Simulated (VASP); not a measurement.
# Cu (Cmcm) in VASP: single point with r2SCAN

Aim: the single point of Cu with r2SCAN.

Everything below comes from runs of VASP 6.6.1. Logs are shortened: lines on timing, memory, paths and dates and some standing lists are left out, and cuts for length are marked.

### Step 1. Starting point

Symmetry: Cmcm, No. 63, orthorhombic system. Conventional cell: a = 2.437 Å, b = 7.953 Å, c = 2.475 Å, α = 90.00°, β = 90.00°, γ = 90.00°. Around Cu (site symmetry m2m) lie 10 Cu at 2.44 to 2.54 Å.

This isn't the form of Cu at room conditions, which is fcc.

### Step 2. Single point, r2SCAN

POSCAR reads:

```
Cu
1.0
    1.2184636900     -3.9763780100      0.0000000000
    1.2184636900      3.9763780100      0.0000000000
    0.0000000000      0.0000000000      2.4754955200
Cu
2
Direct
    0.1338666500      0.8661333500      0.2500000000
    0.8661333500      0.1338666500      0.7500000000
```

INCAR.step1 reads:

```
SYSTEM = Cu
  PREC = Accurate
  ENCUT = 520
  ISMEAR = 1
  SIGMA = 0.1
  LREAL = .FALSE.
  LASPH = .TRUE.
  NELM = 100
  NBANDS = 18
  GGA = PE
  ALGO = Normal
  EDIFF = 1E-4
  LWAVE = .TRUE.
  LCHARG = .FALSE.
```

INCAR.step2 reads:

```
SYSTEM = Cu
  PREC = Accurate
  ENCUT = 520
  EDIFF = 1E-6
  ISMEAR = 1
  SIGMA = 0.1
  LREAL = .FALSE.
  LASPH = .TRUE.
  NELM = 100
  ALGO = Normal
  ISIF = 2
  LWAVE = .FALSE.
  LCHARG = .TRUE.
  METAGGA = R2SCAN
  LMIXTAU = .TRUE.
  LELF = .TRUE.
  LVHAR = .TRUE.
  NBANDS = 18
  ISTART = 1
```

KPOINTS reads:

```
regular mesh
0
G
  9 9 8
  0 0 0
```

Potentials or basis: VASP PAW PBE potentials, release 64 (Cu).

Started as:

```bash
$ cat potpaw_PBE.64/Cu/POTCAR > POTCAR
$ cp INCAR.step1 INCAR
$ mpirun -np 1 vasp_std > vasp.out
$ cp INCAR.step2 INCAR
$ mpirun -np 1 vasp_std > vasp.out
```

OUTCAR:

```text
SYSTEM = Cu
   PREC = Accurate
   ENCUT = 520
   EDIFF = 1E-6
   ISMEAR = 1
   LREAL = .FALSE.
   LASPH = .TRUE.
   NELM = 100
   ISIF = 2
   METAGGA = R2SCAN
   ISTART = 1

 ion  position               nearest neighbor table
   1  0.134  0.866  0.250-   2 2.46   2 2.46   2 2.54   2 2.54   2 2.54   2 2.54
   2  0.866  0.134  0.750-   1 2.46   1 2.46   1 2.54   1 2.54   1 2.54   1 2.54

  LATTYP: Found a base centered orthorhombic cell.
 ALAT       =     2.4369273800
 B/A-ratio  =     3.2634357861
 C/A-ratio  =     1.0158265447

  Lattice vectors:

 A1 = (   1.2184636900,  -3.9763780100,   0.0000000000)
 A2 = (   1.2184636900,   3.9763780100,   0.0000000000)
 A3 = (   0.0000000000,   0.0000000000,   2.4754955200)

Analysis of symmetry for initial positions (statically):
=====================================================================
 Subroutine PRICEL returns:
 Original cell was already a primitive cell.

 Routine SETGRP: Setting up the symmetry group for a
 base centered orthorhombic supercell.

 Subroutine GETGRP returns: Found  8 space group operations
 (whereof  4 operations were pure point group operations)
 out of a pool of  8 trial point group operations.

The static configuration has the point symmetry C_2h.
 The point group associated with its full space group is D_2h.

Analysis of symmetry for dynamics (positions and initial velocities):
=====================================================================
 Subroutine PRICEL returns:
 Original cell was already a primitive cell.

 Routine SETGRP: Setting up the symmetry group for a
 base centered orthorhombic supercell.

 Subroutine GETGRP returns: Found  8 space group operations
 (whereof  4 operations were pure point group operations)
 out of a pool of  8 trial point group operations.

The dynamic configuration has the point symmetry C_2h.
 The point group associated with its full space group is D_2h.

 Subroutine INISYM returns: Found  8 space group operations
 (whereof  4 operations are pure point group operations),
 and found     1 'primitive' translations

----------------------------------------------------------------------------------------

                                     Primitive cell

  volume of cell :      23.9879

  direct lattice vectors                    reciprocal lattice vectors
     1.218463690 -3.976378010  0.000000000     0.410352811 -0.125742572  0.000000000
     1.218463690  3.976378010  0.000000000     0.410352811  0.125742572  0.000000000
     0.000000000  0.000000000  2.475495520     0.000000000  0.000000000  0.403959527

  length of vectors
     4.158874348  4.158874348  2.475495520     0.429186001  0.429186001  0.403959527

  position of ions in fractional coordinates (direct lattice)
     0.133866650  0.866133350  0.250000000
     0.866133350  0.133866650  0.750000000

  ion indices of the primitive-cell ions
   primitive index   ion index
                 1           1
                 2           2

----------------------------------------------------------------------------------------

 KPOINTS: regular mesh

Automatic generation of k-mesh.
 Grid dimensions read from file:
 generate k-points for:    9    9    8

 Generating k-lattice:

  Cartesian coordinates                     Fractional coordinates (reciprocal lattice)
     0.045594757 -0.013971397  0.000000000     0.111111111 -0.000000000  0.000000000
     0.045594757  0.013971397  0.000000000    -0.000000000  0.111111111  0.000000000
     0.000000000  0.000000000  0.050494941     0.000000000  0.000000000  0.125000000

  Length of vectors
     0.047687333  0.047687333  0.050494941

  Shift w.r.t. Gamma in fractional coordinates (k-lattice)
     0.000000000  0.000000000  0.000000000

 Subroutine IBZKPT returns following result:
 ===========================================

 Found    125 irreducible k-points:

 Following reciprocal coordinates:
            Coordinates               Weight
  0.000000  0.000000  0.000000      1.000000
  0.111111 -0.000000  0.000000      4.000000
  0.222222  0.000000  0.000000      4.000000
  0.333333 -0.000000  0.000000      4.000000
  0.444444  0.000000  0.000000      4.000000
  0.111111  0.111111  0.000000      2.000000
[... 16 lines left out ...]
 -0.333333  0.333333  0.000000      2.000000
  0.444444  0.444444  0.000000      2.000000
 [... further k-points ...]
   k-points           NKPTS =    125   k-points in BZ     NKDIM =    125   number of bands    NBANDS=     18
   number of dos      NEDOS =    301   number of ions     NIONS =      2
   total plane-waves  NPLWV =  18432
   dimension x,y,z NGX =    32 NGY =   32 NGZ =   18
   dimension x,y,z NGXF=    64 NGYF=   64 NGZF=   36
   ions per type =               2
   NGX,Y,Z   is equivalent  to a cutoff of  12.79, 12.79, 12.09 a.u.
   NGXF,Y,Z  is equivalent  to a cutoff of  25.58, 25.58, 24.18 a.u.
 SYSTEM =  Cu
   PREC   = accura    normal or accurate (medium, high low for compatibility)
   ISTART =      1    job   : 0-new  1-cont  2-samecut
   ICHARG =      0    charge: 1-file 2-atom 10-const
   ISPIN  =      1    spin polarized calculation?
   LNONCOLLINEAR =      F non collinear calculations
   LSORBIT =      F    spin-orbit coupling
   LASPH  =      T    aspherical Exc in radial PAW
   ENCUT  =  520.0 eV  38.22 Ry    6.18 a.u.   7.73  7.73  4.60*2*pi/ulx,y,z
   NELM   =    100;   NELMIN=  2; NELMDL=  0     # of ELM steps
   EDIFF  = 0.1E-05   stopping-criterion for ELM
   LREAL  =      F    real-space projection
   EDIFFG = 0.1E-04   stopping-criterion for IOM
   NSW    =      0    number of steps for IOM
   IBRION =     -1    ionic relax: 0-MD 1-quasi-New 2-CG
   NFREE  =      0    steps in history (QN), initial steepest desc. (CG)
   ISIF   =      2    stress and relaxation
   ISYM   =      2    0-nonsym 1-usesym 2-fastsym
   POTIM  = 0.5000    time-step for ionic-motion
   TEBEG  =    0.0;   TEEND  =   0.0 temperature during run
   PSTRESS=    0.0 pullay stress
   NELECT =      22.0000    total number of electrons
   NUPDOWN=      -1.0000    fix difference up-down
   EMIN   =  10.00;   EMAX   =-10.00  energy-range for DOS
   EFERMI =   0.00;   METHOD = LEGACY
   ISMEAR =     1;   SIGMA  =   0.10  broadening in eV -4-tet -1-fermi 0-gaus
   EFERMI_NEDOS =   21; number of points for ismear=-14 and -15
   IALGO  =     38    algorithm
   IMIX   =      4    mixing-type and parameters
     AMIX     =   0.40;   BMIX     =  1.00
     AMIX_MAG =   1.60;   BMIX_MAG =  1.00
  volume/ion in A,a.u.               =      11.99        80.94
  Fermi-wavevector in a.u.,A,eV,Ry     =   1.590566  3.005733 34.421366  2.529899
  Thomas-Fermi vector in A             =   2.689241
   LORBIT       =      0    0 simple, 1 ext, 2 COOP (PROOUT), +10 PAW based schemes
   METAGGA = R2SCAN    functional components
   LHFCALC =     F    Hartree Fock is set to
   AEXX    =    0.0000 exact exchange contribution
   IVDW    =     0    specifies the selected vdW correction
   LEPSILON=     F    determine dielectric tensor
   LRPA    =     F    only Hartree local field effects (RPA)
 non-spin polarized calculation
 Methfessel and Paxton  Order N= 1 SIGMA  =   0.10
  energy-cutoff  :      520.00
  volume of cell :       23.99
 maximum number of plane-waves:       668
   NGX = 15   NGY = 15   NGZ =  9

 number of electron      21.9999988 magnetization

 Free energy of the ion-electron system (eV)
  ---------------------------------------------------
  ext. energy  EPLUGINS =         0.00000000
  ---------------------------------------------------
  free energy    TOTEN  =       -21.33635111 eV

  energy without entropy =      -21.33654965  energy(sigma->0) =      -21.33641729

 E-fermi :   7.2298     XC(G=0): -13.5754

 val. band max:        7.2089781290   @ k =  -0.4444   0.3333   0.5000
 cond. band min:       7.2742098263   @ k =   0.3333   0.2222   0.1250
 fundamental gap:      0.0652316973
 Fermi energy:         7.2297558363

 k-point     1 :       0.0000    0.0000    0.0000
  band No.  band energies     occupation
      1      -2.3159      2.00000
      2       2.0862      2.00000
      3       2.8732      2.00000
      4       3.3624      2.00000
      5       4.0761      2.00000
      6       4.3358      2.00000
[... 10 lines left out ...]
     17      27.4585      0.00000
     18      29.6192      0.00000

 k-point     2 :       0.1111   -0.0000    0.0000
  band No.  band energies     occupation
      1      -1.9478      2.00000
      2       2.2164      2.00000
      3       3.0078      2.00000
      4       3.4882      2.00000
      5       4.1159      2.00000
      6       4.3129      2.00000
[... 10 lines left out ...]
     17      28.2727      0.00000
     18      31.6470      0.00000

 k-point     3 :       0.2222    0.0000    0.0000
  band No.  band energies     occupation
      1      -0.8940      2.00000
      2       2.4990      2.00000
      3       3.3182      2.00000
      4       3.5878      2.00000
      5       3.9999      2.00000
      6       4.2106      2.00000
[... 10 lines left out ...]
     17      28.7308      0.00000
     18      32.1150      0.00000

 k-point     4 :       0.3333   -0.0000    0.0000
  band No.  band energies     occupation
      1       0.6163      2.00000
      2       2.6411      2.00000
      3       3.2449      2.00000
      4       3.6056      2.00000
      5       4.1151      2.00000
      6       4.2885      2.00000
[... 10 lines left out ...]
     17      28.7802      0.00000
     18      29.5859      0.00000

 k-point     5 :       0.4444    0.0000    0.0000
  band No.  band energies     occupation
      1       1.8323      2.00000
      2       2.4817      2.00000
      3       3.3117      2.00000
      4       3.9511      2.00000
      5       4.1560      2.00000
      6       4.3098      2.00000
[... 10 lines left out ...]
     17      29.5807      0.00000
     18      30.3089      0.00000

 k-point     6 :       0.1111    0.1111    0.0000
  band No.  band energies     occupation
      1      -1.0119      2.00000
      2       2.5154      2.00000
      3       3.3855      2.00000
      4       3.5645      2.00000
      5       4.0345      2.00000
      6       4.1771      2.00000
[... 10 lines left out ...]
     17      28.6741      0.00000
     18      32.7049      0.00000

 k-point     7 :       0.2222    0.1111    0.0000
  band No.  band energies     occupation
      1       0.4318      2.00000
      2       2.7648      2.00000
      3       3.1527      2.00000
      4       3.5491      2.00000
      5       4.1657      2.00000
      6       4.2371      2.00000
[... 10 lines left out ...]
     17      29.2852      0.00000
     18      31.4934      0.00000

 k-point     8 :       0.3333    0.1111    0.0000
  band No.  band energies     occupation
      1       1.7281      2.00000
      2       2.6472      2.00000
      3       3.1952      2.00000
      4       3.6704      2.00000
      5       4.0946      2.00000
      6       4.2487      2.00000
[... 10 lines left out ...]
     17      29.2112      0.00000
     18      30.1620      0.00000
[... 229 lines left out ...]
     17      29.2004      0.00000
     18      29.8516      0.00000

 k-point    20 :       0.3333    0.3333    0.0000
  band No.  band energies     occupation
      1       1.7727      2.00000
      2       1.9177      2.00000
      3       3.5371      2.00000
      4       3.6551      2.00000
      5       3.7539      2.00000
      6       4.3894      2.00000
[... 10 lines left out ...]
     17      25.6371      0.00000
     18      29.3280      0.00000

 k-point    21 :       0.4444    0.3333    0.0000
  band No.  band energies     occupation
      1       0.6483      2.00000
      2       1.5881      2.00000
      3       3.0576      2.00000
      4       3.5817      2.00000
      5       3.7332      2.00000
      6       4.5424      2.00000
[... 10 lines left out ...]
     17      26.8494      0.00000
     18      27.0161      0.00000

 k-point    22 :      -0.4444    0.3333    0.0000
  band No.  band energies     occupation
      1      -0.5297      2.00000
      2       1.3397      2.00000
      3       2.7994      2.00000
      4       3.4932      2.00000
      5       3.7100      2.00000
      6       4.3366      2.00000
[... 10 lines left out ...]
     17      27.8152      0.00000
     18      28.1338      0.00000

 k-point    23 :      -0.3333    0.3333    0.0000
  band No.  band energies     occupation
      1      -1.2081      2.00000
      2       1.4587      2.00000
      3       2.7337      2.00000
      4       3.4019      2.00000
      5       3.8810      2.00000
      6       4.4224      2.00000
[... 10 lines left out ...]
     17      27.6672      0.00000
     18      28.5386      0.00000

 k-point    24 :       0.4444    0.4444    0.0000
  band No.  band energies     occupation
      1       0.0555      2.00000
      2       0.7470      2.00000
      3       2.7760      2.00000
      4       3.5112      2.00000
      5       3.6093      2.00000
      6       4.4069      2.00000
[... 10 lines left out ...]
     17      27.0187      0.00000
     18      28.8828      0.00000

 [... further k-points ...]
[... 5 lines left out ...]
  --------------------------------------------------------------------------------------
  -------------------------------------------------------------------------------------
  Total        0.2362338      0.0668013      0.1325515      0.0000000     -0.0000000      0.0000000
  in kB       15.7783036      4.4617289      8.8532526      0.0000000     -0.0000000      0.0000000
  external PRESSURE =       9.6977617 kB  Pullay stress =       0.0000000 kB

 VOLUME and BASIS-vectors are now :
 -----------------------------------------------------------------------------
  energy-cutoff  :      520.00
  volume of cell :       23.99
      direct lattice vectors                 reciprocal lattice vectors
     1.218463690 -3.976378010  0.000000000     0.410352811 -0.125742572  0.000000000
     1.218463690  3.976378010  0.000000000     0.410352811  0.125742572  0.000000000
     0.000000000  0.000000000  2.475495520     0.000000000  0.000000000  0.403959527

 POSITION                                       TOTAL-FORCE (eV/Angst)
 -----------------------------------------------------------------------------------
      1.21846      2.91177      0.61887         0.000000      0.009886      0.000000
      1.21846     -2.91177      1.85662         0.000000     -0.009886     -0.000000
 -----------------------------------------------------------------------------------
    total drift:                                0.000000      0.000000      0.000000

  FREE ENERGIE OF THE ION-ELECTRON SYSTEM (eV)
  ---------------------------------------------------
  free  energy   TOTEN  =       -21.3363511097 eV

  energy  without entropy=      -21.3365496463  energy(sigma->0) =      -21.33641729
```

It took 64 s on 1 thread of Intel Xeon 6975P-C (Granite Rapids), shared host; peak memory 0.18 GiB.

What came out:

| Item | Value |
| --- | --- |
| Free energy | -21.3364 eV |
| Pressure | 1.0 GPa |
| Largest force | 0.010 eV/Å |
| Band gap on the k mesh | none (metal or under the smearing width) |

Forces in eV/Å, atoms in the order of the input:
```
Cu   0.000  0.010  0.000
Cu   0.000 -0.010  0.000
```

Levels at points of the mesh, in eV from the Fermi level:
```tsv
k point	band 8	band 9	band 10	band 11	band 12	band 13	band 14	band 15
(0.00, 0.00, 0.00)	-2.15	-1.98	-1.84	-1.55	-0.04	5.05	15.50	19.27
(0.00, 0.00, 0.50)	-2.87	-1.84	-1.84	-0.04	-0.04	8.56	8.56	9.88
```

Caveat: the PAW data sets were made with another functional, which shifts forces and pressure a little.
